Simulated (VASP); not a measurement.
# K (Pm-3m) in VASP: further runs

Runs on K. Level: PBE. Tasks: equation of state.

All numbers are computed with VASP 6.6.1; they aren't measurements. Logs are shortened: lines on timing, memory, paths and dates and some standing lists are left out, and cuts for length are marked.

### 1 The undisturbed crystal

Symmetry: Pm-3m, No. 221, cubic system. Conventional cell: a = 4.310 Å, b = 4.310 Å, c = 4.310 Å, α = 90.00°, β = 90.00°, γ = 90.00°. K (site symmetry m-3m) has 6 K at 4.31 Å as nearest neighbours.

This isn't the form of K at room conditions, which is bcc.

### 2 Equation of state, PBE, 77.68 Å³/atom

The input, INCAR:

```
SYSTEM = K
ADDGRID = .False.
ALGO = Normal
EDIFF = 1E-8
ENCUT = 900
GGA = PE
ISIF = 2
ISMEAR = 0
LASPH = .True.
LCHARG = .False.
LREAL = .False.
LWAVE = .False.
NELM = 100
PREC = Accurate
SIGMA = 0.05
```

The input, KPOINTS:

```
k-points
0
Gamma
  11 11 11
  0 0 0
```

The input, POSCAR:

```
K
1.0
    4.2668967202      0.0000000000      0.0000000000
    0.0000000000      4.2668967202      0.0000000000
    0.0000000000      0.0000000000      4.2668967202
K
1
Direct
    0.0000000000      0.0000000000      0.0000000000
```

Potentials or basis: VASP PAW PBE potentials, release 64 (K_sv).

Started as:

```bash
cat potpaw_PBE.64/K_sv/POTCAR > POTCAR
mpirun -np 1 vasp_std > vasp.out
```

OUTCAR:

```text
SYSTEM = K
   EDIFF = 1E-8
   ENCUT = 900
   GGA = PE
   ISIF = 2
   ISMEAR = 0
   LASPH = .True.
   LREAL = .False.
   NELM = 100
   PREC = Accurate

 ion  position               nearest neighbor table
   1  0.000  0.000  0.000-

  LATTYP: Found a simple cubic cell.
 ALAT       =     4.2668967202

  Lattice vectors:

 A1 = (   4.2668967202,   0.0000000000,   0.0000000000)
 A2 = (   0.0000000000,   4.2668967202,   0.0000000000)
 A3 = (   0.0000000000,   0.0000000000,   4.2668967202)

Analysis of symmetry for initial positions (statically):
=====================================================================
 Subroutine PRICEL returns:
 Original cell was already a primitive cell.

 Routine SETGRP: Setting up the symmetry group for a
 simple cubic supercell.

 Subroutine GETGRP returns: Found 48 space group operations
 (whereof 48 operations were pure point group operations)
 out of a pool of 48 trial point group operations.

The static configuration has the point symmetry O_h .

Analysis of symmetry for dynamics (positions and initial velocities):
=====================================================================
 Subroutine PRICEL returns:
 Original cell was already a primitive cell.

 Routine SETGRP: Setting up the symmetry group for a
 simple cubic supercell.

 Subroutine GETGRP returns: Found 48 space group operations
 (whereof 48 operations were pure point group operations)
 out of a pool of 48 trial point group operations.

The dynamic configuration has the point symmetry O_h .

 Subroutine INISYM returns: Found 48 space group operations
 (whereof 48 operations are pure point group operations),
 and found     1 'primitive' translations

----------------------------------------------------------------------------------------

                                     Primitive cell

  volume of cell :      77.6849

  direct lattice vectors                    reciprocal lattice vectors
     4.266896720  0.000000000  0.000000000     0.234362363  0.000000000  0.000000000
     0.000000000  4.266896720  0.000000000     0.000000000  0.234362363  0.000000000
     0.000000000  0.000000000  4.266896720     0.000000000  0.000000000  0.234362363

  length of vectors
     4.266896720  4.266896720  4.266896720     0.234362363  0.234362363  0.234362363

  position of ions in fractional coordinates (direct lattice)
     0.000000000  0.000000000  0.000000000

  ion indices of the primitive-cell ions
   primitive index   ion index
                 1           1

----------------------------------------------------------------------------------------

 KPOINTS: k-points

Automatic generation of k-mesh.
 Grid dimensions read from file:
 generate k-points for:   11   11   11

 Generating k-lattice:

  Cartesian coordinates                     Fractional coordinates (reciprocal lattice)
     0.021305669  0.000000000  0.000000000     0.090909091  0.000000000  0.000000000
     0.000000000  0.021305669  0.000000000     0.000000000  0.090909091  0.000000000
     0.000000000  0.000000000  0.021305669     0.000000000  0.000000000  0.090909091

  Length of vectors
     0.021305669  0.021305669  0.021305669

  Shift w.r.t. Gamma in fractional coordinates (k-lattice)
     0.000000000  0.000000000  0.000000000

 Subroutine IBZKPT returns following result:
 ===========================================

 Found     56 irreducible k-points:

 Following reciprocal coordinates:
            Coordinates               Weight
  0.000000  0.000000  0.000000      1.000000
  0.090909  0.000000  0.000000      6.000000
  0.181818  0.000000  0.000000      6.000000
  0.272727  0.000000  0.000000      6.000000
  0.363636  0.000000  0.000000      6.000000
  0.454545  0.000000  0.000000      6.000000
[... 16 lines left out ...]
  0.181818  0.090909  0.090909     24.000000
  0.272727  0.090909  0.090909     24.000000
 [... further k-points ...]
   k-points           NKPTS =     56   k-points in BZ     NKDIM =     56   number of bands    NBANDS=      8
   number of dos      NEDOS =    301   number of ions     NIONS =      1
   total plane-waves  NPLWV =  74088
   dimension x,y,z NGX =    42 NGY =   42 NGZ =   42
   dimension x,y,z NGXF=    84 NGYF=   84 NGZF=   84
   ions per type =               1
   NGX,Y,Z   is equivalent  to a cutoff of  16.36, 16.36, 16.36 a.u.
   NGXF,Y,Z  is equivalent  to a cutoff of  32.73, 32.73, 32.73 a.u.
 SYSTEM =  K
   PREC   = accura    normal or accurate (medium, high low for compatibility)
   ISTART =      0    job   : 0-new  1-cont  2-samecut
   ICHARG =      2    charge: 1-file 2-atom 10-const
   ISPIN  =      1    spin polarized calculation?
   LNONCOLLINEAR =      F non collinear calculations
   LSORBIT =      F    spin-orbit coupling
   LASPH  =      T    aspherical Exc in radial PAW
   ENCUT  =  900.0 eV  66.15 Ry    8.13 a.u.  10.44 10.44 10.44*2*pi/ulx,y,z
   NELM   =    100;   NELMIN=  2; NELMDL= -5     # of ELM steps
   EDIFF  = 0.1E-07   stopping-criterion for ELM
   LREAL  =      F    real-space projection
   EDIFFG = 0.1E-06   stopping-criterion for IOM
   NSW    =      0    number of steps for IOM
   IBRION =     -1    ionic relax: 0-MD 1-quasi-New 2-CG
   NFREE  =      0    steps in history (QN), initial steepest desc. (CG)
   ISIF   =      2    stress and relaxation
   ISYM   =      2    0-nonsym 1-usesym 2-fastsym
   POTIM  = 0.5000    time-step for ionic-motion
   TEBEG  =    0.0;   TEEND  =   0.0 temperature during run
   PSTRESS=    0.0 pullay stress
   NELECT =       9.0000    total number of electrons
   NUPDOWN=      -1.0000    fix difference up-down
   EMIN   =  10.00;   EMAX   =-10.00  energy-range for DOS
   EFERMI =   0.00;   METHOD = LEGACY
   ISMEAR =     0;   SIGMA  =   0.05  broadening in eV -4-tet -1-fermi 0-gaus
   EFERMI_NEDOS =   21; number of points for ismear=-14 and -15
   IALGO  =     38    algorithm
   IMIX   =      4    mixing-type and parameters
     AMIX     =   0.40;   BMIX     =  1.00
     AMIX_MAG =   1.60;   BMIX_MAG =  1.00
  volume/ion in A,a.u.               =      77.68       524.24
  Fermi-wavevector in a.u.,A,eV,Ry     =   0.798075  1.508142  8.665866  0.636923
  Thomas-Fermi vector in A             =   1.904915
   LORBIT       =      0    0 simple, 1 ext, 2 COOP (PROOUT), +10 PAW based schemes
   GGA     = PE    functional components
   LHFCALC =     F    Hartree Fock is set to
   AEXX    =    0.0000 exact exchange contribution
   IVDW    =     0    specifies the selected vdW correction
   LEPSILON=     F    determine dielectric tensor
   LRPA    =     F    only Hartree local field effects (RPA)
 non-spin polarized calculation
 Gauss-broadening in eV      SIGMA  =   0.05
  energy-cutoff  :      900.00
  volume of cell :       77.68
 maximum number of plane-waves:      4793
 NGX is ok and might be reduce to    42
   NGX = 21   NGY = 21   NGZ = 21

 number of electron       8.9999999 magnetization

 Free energy of the ion-electron system (eV)
  ---------------------------------------------------
  ext. energy  EPLUGINS =         0.00000000
  ---------------------------------------------------
  free energy    TOTEN  =        -0.94176234 eV

  energy without entropy =       -0.94002600  energy(sigma->0) =       -0.94089417

 E-fermi :  -0.2096     XC(G=0):  -5.5121

 val. band max:       -0.2192966927   @ k =   0.4545   0.1818   0.0000
 cond. band min:      -0.1520091263   @ k =   0.4545   0.1818   0.0909
 fundamental gap:      0.0672875663
 Fermi energy:        -0.2095899410

 k-point     1 :       0.0000    0.0000    0.0000
  band No.  band energies     occupation
      1     -32.5390      2.00000
      2     -15.9780      2.00000
      3     -15.9780      2.00000
      4     -15.9780      2.00000
      5      -2.2970      2.00000
      6       2.6872      0.00000
      7       2.6872      0.00000
      8       5.9955      0.00000

 k-point     2 :       0.0909    0.0000    0.0000
  band No.  band energies     occupation
      1     -32.5387      2.00000
      2     -15.9854      2.00000
      3     -15.9774      2.00000
      4     -15.9774      2.00000
      5      -2.2187      2.00000
      6       2.6112      0.00000
      7       2.7262      0.00000
      8       5.6125      0.00000

 k-point     3 :       0.1818    0.0000    0.0000
  band No.  band energies     occupation
      1     -32.5377      2.00000
      2     -16.0052      2.00000
      3     -15.9758      2.00000
      4     -15.9758      2.00000
      5      -1.9872      2.00000
      6       2.3108      0.00000
      7       2.8371      0.00000
      8       5.1906      0.00000

 k-point     4 :       0.2727    0.0000    0.0000
  band No.  band energies     occupation
      1     -32.5363      2.00000
      2     -16.0309      2.00000
      3     -15.9736      2.00000
      4     -15.9736      2.00000
      5      -1.6121      2.00000
      6       1.7314      0.00000
      7       2.9986      0.00000
      8       4.8490      0.00000

 k-point     5 :       0.3636    0.0000    0.0000
  band No.  band energies     occupation
      1     -32.5351      2.00000
      2     -16.0543      2.00000
      3     -15.9716      2.00000
      4     -15.9716      2.00000
      5      -1.1079      2.00000
      6       0.9943      0.00000
      7       3.1687      0.00000
      8       4.6099      0.00000

 k-point     6 :       0.4545    0.0000    0.0000
  band No.  band energies     occupation
      1     -32.5344      2.00000
      2     -16.0682      2.00000
      3     -15.9704      2.00000
      4     -15.9704      2.00000
      5      -0.4996      2.00000
      6       0.2439      0.00000
      7       3.2831      0.00000
      8       4.4870      0.00000

 k-point     7 :       0.0909    0.0909    0.0000
  band No.  band energies     occupation
      1     -32.5383      2.00000
      2     -15.9851      2.00000
      3     -15.9845      2.00000
      4     -15.9768      2.00000
      5      -2.1408      2.00000
      6       2.6105      0.00000
      7       2.7014      0.00000
      8       5.1735      0.00000

 k-point     8 :       0.1818    0.0909    0.0000
  band No.  band energies     occupation
      1     -32.5373      2.00000
      2     -16.0045      2.00000
      3     -15.9830      2.00000
      4     -15.9751      2.00000
      5      -1.9104      2.00000
      6       2.3553      0.00000
      7       2.7902      0.00000
      8       4.7545      0.00000

 k-point     9 :       0.2727    0.0909    0.0000
  band No.  band energies     occupation
      1     -32.5360      2.00000
      2     -16.0301      2.00000
      3     -15.9808      2.00000
      4     -15.9730      2.00000
      5      -1.5372      2.00000
      6       1.7862      0.00000
      7       2.9595      0.00000
      8       4.5336      0.00000

 k-point    10 :       0.3636    0.0909    0.0000
  band No.  band energies     occupation
      1     -32.5348      2.00000
      2     -16.0535      2.00000
      3     -15.9787      2.00000
      4     -15.9710      2.00000
      5      -1.0353      2.00000
      6       1.0516      0.00000
      7       3.1504      0.00000
      8       4.3694      0.00000
[... 78 lines left out ...]
 k-point    18 :       0.4545    0.2727    0.0000
  band No.  band energies     occupation
      1     -32.5318      2.00000
      2     -16.0616      2.00000
      3     -16.0211      2.00000
      4     -15.9661      2.00000
      5       0.0934      0.00000
      6       0.7712      0.00000
      7       2.9071      0.00000
      8       3.3269      0.00000

 k-point    19 :       0.3636    0.3636    0.0000
  band No.  band energies     occupation
      1     -32.5313      2.00000
      2     -16.0459      2.00000
      3     -16.0446      2.00000
      4     -15.9653      2.00000
      5      -0.0389      0.00000
      6       1.6637      0.00000
      7       2.0811      0.00000
      8       3.3493      0.00000

 k-point    20 :       0.4545    0.3636    0.0000
  band No.  band energies     occupation
      1     -32.5306      2.00000
      2     -16.0587      2.00000
      3     -16.0436      2.00000
      4     -15.9641      2.00000
      5       0.4649      0.00000
      6       1.1835      0.00000
      7       2.3534      0.00000
      8       2.9462      0.00000

 k-point    21 :       0.4545    0.4545    0.0000
  band No.  band energies     occupation
      1     -32.5299      2.00000
      2     -16.0570      2.00000
      3     -16.0568      2.00000
      4     -15.9630      2.00000
      5       0.8045      0.00000
      6       1.5878      0.00000
      7       1.9989      0.00000
      8       2.4392      0.00000

 k-point    22 :       0.0909    0.0909    0.0909
  band No.  band energies     occupation
      1     -32.5379      2.00000
      2     -15.9848      2.00000
      3     -15.9838      2.00000
      4     -15.9838      2.00000
      5      -2.0632      2.00000
      6       2.6502      0.00000
      7       2.6502      0.00000
      8       4.9021      0.00000

 k-point    23 :       0.1818    0.0909    0.0909
  band No.  band energies     occupation
      1     -32.5369      2.00000
      2     -16.0038      2.00000
      3     -15.9827      2.00000
      4     -15.9821      2.00000
      5      -1.8340      2.00000
      6       2.3980      0.00000
      7       2.7646      0.00000
      8       4.5470      0.00000

 k-point    24 :       0.2727    0.0909    0.0909
  band No.  band energies     occupation
      1     -32.5356      2.00000
      2     -16.0293      2.00000
      3     -15.9805      2.00000
      4     -15.9799      2.00000
      5      -1.4627      2.00000
      6       1.8406      0.00000
      7       2.9391      0.00000
      8       4.4372      0.00000

 [... further k-points ...]

------------------------ aborting loop because EDIFF is reached ----------------------------------------

  FORCE on cell =-STRESS in cart. coord.  units (eV):
  Direction    XX          YY          ZZ          XY          YZ          ZX
  --------------------------------------------------------------------------------------
  -------------------------------------------------------------------------------------
  Total        0.0295403      0.0295403      0.0295403      0.0000000      0.0000000     -0.0000000
  in kB        0.6092403      0.6092403      0.6092403      0.0000000      0.0000000     -0.0000000
  external PRESSURE =       0.6092403 kB  Pullay stress =       0.0000000 kB

 VOLUME and BASIS-vectors are now :
 -----------------------------------------------------------------------------
  energy-cutoff  :      900.00
  volume of cell :       77.68
      direct lattice vectors                 reciprocal lattice vectors
     4.266896720  0.000000000  0.000000000     0.234362363  0.000000000  0.000000000
     0.000000000  4.266896720  0.000000000     0.000000000  0.234362363  0.000000000
     0.000000000  0.000000000  4.266896720     0.000000000  0.000000000  0.234362363

 POSITION                                       TOTAL-FORCE (eV/Angst)
 -----------------------------------------------------------------------------------
      0.00000      0.00000      0.00000         0.000000      0.000000      0.000000
 -----------------------------------------------------------------------------------
    total drift:                               -0.000000     -0.000000      0.000000

  FREE ENERGIE OF THE ION-ELECTRON SYSTEM (eV)
  ---------------------------------------------------
  free  energy   TOTEN  =        -0.9417623371 eV

  energy  without entropy=       -0.9400259956  energy(sigma->0) =       -0.94089417
```

Run time: 55 s. Hardware: 1 thread of Intel Xeon Platinum 8488C (Sapphire Rapids), shared host; peak memory 0.28 GiB.

What came out:

* Free energy: -0.9418 eV
* Pressure: 0.1 GPa
* Band gap on the k mesh: none (metal or under the smearing width)

### 3 Equation of state, PBE, 82.49 Å³/atom

INCAR is that of step 2.

KPOINTS is that of step 2.

The input, POSCAR:

```
K
1.0
    4.3531198844      0.0000000000      0.0000000000
    0.0000000000      4.3531198844      0.0000000000
    0.0000000000      0.0000000000      4.3531198844
K
1
Direct
    0.0000000000      0.0000000000      0.0000000000
```

Potentials or basis: VASP PAW PBE potentials, release 64 (K_sv).

Started as:

```bash
cat potpaw_PBE.64/K_sv/POTCAR > POTCAR
mpirun -np 1 vasp_std > vasp.out
```

Run time: 68 s. Hardware: 1 thread of Intel Xeon Platinum 8488C (Sapphire Rapids), shared host; peak memory 0.36 GiB.

It converged, with:

| Quantity | Value |
| --- | --- |
| Free energy | -0.9411 eV |
| Pressure | -0.1 GPa |
| Band gap on the k mesh | none (metal or under the smearing width) |

### 4 Equation of state, PBE, 77.68 Å³/atom

Changes to INCAR since step 3:

```diff
@@ -3,4 +3,4 @@
 ALGO = Normal
-EDIFF = 1E-8
-ENCUT = 900
+EDIFF = 1E-6
+ENCUT = 200
 GGA = PE
@@ -14,2 +14,2 @@
 PREC = Accurate
-SIGMA = 0.05
+SIGMA = 0.2
```

The input, KPOINTS:

```
k-points
0
Gamma
  3 3 3
  0 0 0
```

The input, POSCAR:

```
K
1.0
    4.2668967202      0.0000000000      0.0000000000
    0.0000000000      4.2668967202      0.0000000000
    0.0000000000      0.0000000000      4.2668967202
K
1
Direct
    0.0000000000      0.0000000000      0.0000000000
```

Started as:

```bash
cat potpaw_PBE.64/K_sv/POTCAR > POTCAR
mpirun -np 1 vasp_std > vasp.out
```

It took 1.8 s on 1 thread of Intel Xeon Platinum 8488C (Sapphire Rapids), shared host; peak memory 0.11 GiB.

The run converged, but a check on its numbers failed (symmetry, net force, bounds or a known fault of this set-up), so they aren't taken as properties of the crystal.

Caveat: the k mesh is coarse (spacing up to 0.49 Å⁻¹), so the values aren't converged; the cutoff lies under the usual one of these potentials, so the numbers hold a large basis-set error.

### 5 Equation of state, PBE, 82.49 Å³/atom

INCAR is that of step 4.

KPOINTS is that of step 4.

The input, POSCAR:

```
K
1.0
    4.3531198844      0.0000000000      0.0000000000
    0.0000000000      4.3531198844      0.0000000000
    0.0000000000      0.0000000000      4.3531198844
K
1
Direct
    0.0000000000      0.0000000000      0.0000000000
```

Started as:

```bash
cat potpaw_PBE.64/K_sv/POTCAR > POTCAR
mpirun -np 1 vasp_std > vasp.out
```

Run time: 1.8 s. Hardware: 1 thread of Intel Xeon Platinum 8488C (Sapphire Rapids), shared host; peak memory 0.11 GiB.

The run converged, but a check on its numbers failed (symmetry, net force, bounds or a known fault of this set-up), so they aren't taken as properties of the crystal.

Caveat: the k mesh is coarse (spacing up to 0.48 Å⁻¹), so the values aren't converged; the cutoff lies under the usual one of these potentials, so the numbers hold a large basis-set error.

### 6 Equation of state, PBE, 77.68 Å³/atom

Changes to INCAR since step 5:

```diff
@@ -4,3 +4,3 @@
 EDIFF = 1E-6
-ENCUT = 200
+ENCUT = 250
 GGA = PE
```

KPOINTS is that of step 5.

The input, POSCAR:

```
K
1.0
    4.2668967202      0.0000000000      0.0000000000
    0.0000000000      4.2668967202      0.0000000000
    0.0000000000      0.0000000000      4.2668967202
K
1
Direct
    0.0000000000      0.0000000000      0.0000000000
```

Potentials or basis: VASP PAW PBE potentials, release 64 (K_sv).

Started as:

```bash
cat potpaw_PBE.64/K_sv/POTCAR > POTCAR
mpirun -np 1 vasp_std > vasp.out
```

Run time: 2 s. Hardware: 1 thread of Intel Xeon Platinum 8488C (Sapphire Rapids), shared host; peak memory 0.12 GiB.

The run converged, but a check on its numbers failed (symmetry, net force, bounds or a known fault of this set-up), so they aren't taken as properties of the crystal.

Caveat: the k mesh is coarse (spacing up to 0.49 Å⁻¹), so the values aren't converged; the cutoff lies under the usual one of these potentials, so the numbers hold a large basis-set error.

### 7 Equation of state, PBE, 82.49 Å³/atom

INCAR is that of step 6.

KPOINTS is that of step 6.

The input, POSCAR:

```
K
1.0
    4.3531198844      0.0000000000      0.0000000000
    0.0000000000      4.3531198844      0.0000000000
    0.0000000000      0.0000000000      4.3531198844
K
1
Direct
    0.0000000000      0.0000000000      0.0000000000
```

Started as:

```bash
cat potpaw_PBE.64/K_sv/POTCAR > POTCAR
mpirun -np 1 vasp_std > vasp.out
```

Run time: 2 s. Hardware: 1 thread of Intel Xeon Platinum 8488C (Sapphire Rapids), shared host; peak memory 0.12 GiB.

The run converged, but a check on its numbers failed (symmetry, net force, bounds or a known fault of this set-up), so they aren't taken as properties of the crystal.

Caveat: the k mesh is coarse (spacing up to 0.48 Å⁻¹), so the values aren't converged; the cutoff lies under the usual one of these potentials, so the numbers hold a large basis-set error.

(Part 1 of 6 ends here.)
